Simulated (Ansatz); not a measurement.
# Germanium, hcp under LDA: structure, energy and stiffness, part 2 of 2

Aim: take germanium in the hcp structure, relax it, solve it on a dense k-mesh, switch on spin-orbit coupling, then scale the cell to 7 volumes from 88 to 112 % of the relaxed one and try a fit of the equation of state. The k-meshes are 12×12×7 for the relaxation; 20×20×11 for the dense run; 12×12×7 for spin-orbit coupling; 14×14×8 for the volumes.

Ansatz 0.2.0; DFT, LDA (PW92), plane waves (420 eV) with PAW, scalar-relativistic.

## (9) The cell scaled to 104 % of its volume

This is Ge in the hcp structure; at room conditions it is diamond.

input.yaml

```yaml
crystal:
  lattice:
    - [3.028040871, 0.0, 0.0]
    - [-1.5140204355, 2.622360318, 0.0]
    - [0.0, 0.0, 4.700997855]
  atoms:
    - { symbol: Ge, position: [0.3333333333, 0.6666666667, 0.25] }
    - { symbol: Ge, position: [0.6666666667, 0.3333333333, 0.75] }
hamiltonian:
  xc: lda
  pseudopotentials:
    kind: paw
    azcp:
      Ge: "pseudopotentials/Ge.paw.azcp"
basis:
  ecutwfc: 420
  fft_grid_basis: typed
kpoints:
  mp_grid: { grid: [14, 14, 8], shift: [0, 0, 0] }
magnetization:
  spin_polarized: false
scf:
  occupations: { method: fermi_dirac, width: 0.1 }
  lower_state_search: "off"
output:
  stress: true
```

The program printed, cut to the lines that bear on the results:

```text
Warning: <dir> the record states the generating functional pbe (its physics header spells it `PBE`), which answers neither for hamiltonian.xc's functional nor for the lda family's — results may be inconsistent (PPs are generated against a specific XC)
Warning: RAYON_NUM_THREADS=2 ignored (pool sized by the plan → 2); use --threads N
[...]
Pseudopotentials: kind: paw
Pseudopotential: Ge, paw, valence charge 14, recommended cutoff 420 eV (normal), <dir>
Functional definition: SPW92
[...]
Crystal: 2 atoms, lattice volume = 37.329 Å³
Basis set: ecut = 420 eV, 711 PW (Γ)
Bands: 18, of which v1, the nominal top of the filled ones, is band 14 counted from 1 (13 counted from 0)
Symmetry: 24 space group operations
Space group: P63/mmc (ITA 194), of the structure as read, at distance tolerance 3.3e-5 Å
k-points: 120 of 1568
[...]
SCF iter   1: F=—  HF=-8430.805420 eV  |F-HF|=—  |Δ(HF+E_count)|=         —  Δρ=5.17e-3  dr2=5.61e-3  ethr=1.77e-3  ⟨swp⟩=4.9  Hψ=8774  notcnv=0
[...]
SCF iter   6: F=-8430.802021 eV  HF=-8430.802021 eV  |F-HF|=3.57e-10  |Δ(HF+E_count)|=   4.06e-8  Δρ=2.45e-6  dr2=8.49e-10  ethr=2.95e-10  ⟨swp⟩=2.4  Hψ=6534  notcnv=0
[...]
SCF converged after 6 iterations
Free energy (F): -8430.802021 eV
[...]
E sigma→0 (E₀):  -8430.785646 eV
Entropy (-TS):   -0.032750 eV (-16.375 meV/atom)
Fermi energy:    10.947750 eV
[...]
--- Stress (GPa, compression-positive) ---
       -3.432579       0.000000       0.000000
        0.000000      -3.432579       0.000000
        0.000000       0.000000      -0.896714
  P = ⅓ Tr σ = -2.5873 GPa (-25.873 kbar)
```

Run time: 0.88 s. Hardware: 2 threads of AMD EPYC 9R45 (Zen 5), shared host; peak memory 0.41 GiB.

## (10) The cell scaled to 108 % of its volume

input.yaml, as its differences from that of step 9:

```diff
@@ -2,5 +2,5 @@
   lattice:
-    - [3.028040871, 0.0, 0.0]
-    - [-1.5140204355, 2.622360318, 0.0]
-    - [0.0, 0.0, 4.700997855]
+    - [3.0663745718, 0.0, 0.0]
+    - [-1.5331872859, 2.6555582767, 0.0]
+    - [0.0, 0.0, 4.7605104747]
   atoms:
@@ -26 +26,5 @@
   stress: true
+  write_density: true
+  write_potential: true
+  elf: true
+  volumetric_format: npy
```

The program printed, cut to the lines that bear on the results:

```text
Warning: <dir> the record states the generating functional pbe (its physics header spells it `PBE`), which answers neither for hamiltonian.xc's functional nor for the lda family's — results may be inconsistent (PPs are generated against a specific XC)
Warning: RAYON_NUM_THREADS=2 ignored (pool sized by the plan → 2); use --threads N
[...]
[... 3 set-up lines as earlier in the session ...]
[...]
Crystal: 2 atoms, lattice volume = 38.765 Å³
Basis set: ecut = 420 eV, 747 PW (Γ)
Bands: 18, of which v1, the nominal top of the filled ones, is band 14 counted from 1 (13 counted from 0)
[... 2 set-up lines as earlier in the session ...]
k-points: 120 of 1568
[...]
SCF iter   1: F=—  HF=-8430.771860 eV  |F-HF|=—  |Δ(HF+E_count)|=         —  Δρ=4.94e-3  dr2=5.61e-3  ethr=1.77e-3  ⟨swp⟩=4.9  Hψ=8770  notcnv=0
[...]
SCF iter   6: F=-8430.768435 eV  HF=-8430.768436 eV  |F-HF|=5.81e-9  |Δ(HF+E_count)|=   1.12e-7  Δρ=5.41e-6  dr2=4.38e-9  ethr=3.57e-10  ⟨swp⟩=7.6  Hψ=12996  notcnv=0
[...]
SCF converged after 6 iterations
Free energy (F): -8430.768435 eV
[...]
E sigma→0 (E₀):  -8430.751568 eV
Entropy (-TS):   -0.033735 eV (-16.867 meV/atom)
Fermi energy:    10.379607 eV
[...]
--- Stress (GPa, compression-positive) ---
       -5.656823       0.000000       0.000000
        0.000000      -5.656823       0.000000
        0.000000       0.000000      -3.165984
  P = ⅓ Tr σ = -4.8265 GPa (-48.265 kbar)
--- Band table (eV; the first three rows and the last of 120) ---
  k-point 0: bands = ["-14.4102", "-14.4064", "-14.4064", "-14.3987", "-14.3987", "-14.3980", "-14.3910", "-14.3910", "-14.3231", "-14.3231", "-2.5856", "3.0679", "5.2253", "16.2201", "16.2201", "18.2546", "18.2546", "19.8809"]
[...]
```

Wall time 1.3 s (2 threads of AMD EPYC 9R45 (Zen 5), shared host); peak memory 0.42 GiB.

## (11) The cell scaled to 112 % of its volume

input.yaml, as its differences from that of step 10:

```diff
@@ -2,5 +2,5 @@
   lattice:
-    - [3.0663745718, 0.0, 0.0]
-    - [-1.5331872859, 2.6555582767, 0.0]
-    - [0.0, 0.0, 4.7605104747]
+    - [3.1037730694, 0.0, 0.0]
+    - [-1.5518865347, 2.6879463257, 0.0]
+    - [0.0, 0.0, 4.8185712027]
   atoms:
@@ -26,5 +26 @@
   stress: true
-  write_density: true
-  write_potential: true
-  elf: true
-  volumetric_format: npy
```

The program printed, cut to the lines that bear on the results:

```text
Warning: <dir> the record states the generating functional pbe (its physics header spells it `PBE`), which answers neither for hamiltonian.xc's functional nor for the lda family's — results may be inconsistent (PPs are generated against a specific XC)
Warning: RAYON_NUM_THREADS=2 ignored (pool sized by the plan → 2); use --threads N
[...]
[... 3 set-up lines as earlier in the session ...]
[...]
Crystal: 2 atoms, lattice volume = 40.200 Å³
Basis set: ecut = 420 eV, 761 PW (Γ)
Bands: 18, of which v1, the nominal top of the filled ones, is band 14 counted from 1 (13 counted from 0)
[... 2 set-up lines as earlier in the session ...]
k-points: 120 of 1568
[...]
SCF iter   1: F=—  HF=-8430.720244 eV  |F-HF|=—  |Δ(HF+E_count)|=         —  Δρ=4.72e-3  dr2=5.56e-3  ethr=1.77e-3  ⟨swp⟩=4.8  Hψ=8778  notcnv=0
[...]
SCF iter   6: F=-8430.716805 eV  HF=-8430.716805 eV  |F-HF|=2.77e-8  |Δ(HF+E_count)|=   1.85e-7  Δρ=9.44e-6  dr2=1.40e-8  ethr=3.57e-10  ⟨swp⟩=4.0  Hψ=6859  notcnv=0
[...]
SCF converged after 6 iterations
Free energy (F): -8430.716805 eV
[...]
E sigma→0 (E₀):  -8430.699429 eV
Entropy (-TS):   -0.034753 eV (-17.377 meV/atom)
Fermi energy:    9.850925 eV
[...]
--- Stress (GPa, compression-positive) ---
       -7.442065       0.000000       0.000000
        0.000000      -7.442065       0.000000
        0.000000       0.000000      -5.007169
  P = ⅓ Tr σ = -6.6304 GPa (-66.304 kbar)
```

It took 0.9 s on 2 threads of AMD EPYC 9R45 (Zen 5), shared host; peak memory 0.4 GiB.

## (12) Energy and pressure against volume

All volumes keep the relaxed shape and fractional coordinates.

```
V (Å³/atom)  E − E₀ (meV/atom)  P from the stress (GPa)  P from the fit (GPa)
     15.793               80.1                    13.20                 13.15
     16.511               33.5                     7.90                  7.86
     17.229                8.1                     3.63                  3.59
     17.947                0.0                     0.19                  0.15
     18.664                5.8                    -2.59                 -2.63
     19.382               22.8                    -4.83                 -4.88
     20.100               48.9                    -6.63                 -6.71
```

A third-order Birch-Murnaghan fit gives V₀ = 17.982 Å³/atom, B₀ = 77 GPa and B₀′ = 4.3; it misses no point by more than 0.03 meV/atom.

## (13) Summary of results

The summary covers parts 1 to 2.

```
                      quantity                                   value
space group (spins left aside)                      P6_3/mmc (No. 194)
             conventional cell  a = 2.989 Å, c = 4.640 Å (c/a = 1.552)
                        volume                          17.947 Å³/atom
             shortest distance                                 2.891 Å
               gap on the mesh            none (levels filled in part)
           relative to diamond                           +312 meV/atom
                   V₀, B₀, B₀′             17.982 Å³/atom, 77 GPa, 4.3
```

**Reading.** From the guessed start the volume shrank by 6.7 % in 6 steps. Against the reference form of germanium (diamond, computed apart with the same settings) it stands 312 meV/atom higher, so it is far from stable. No gap shows: it is a metal or semimetal at this level. The total energy of the spin-orbit run lies -0.10 eV/atom from the scalar one, but the two kinds of run don't share a zero of energy: only differences within one kind count. The fitted modulus is 77 GPa; letting shape and positions relax at each volume could only lower it. The symmetry was held, so the structure may be unstable against distortions that break it.
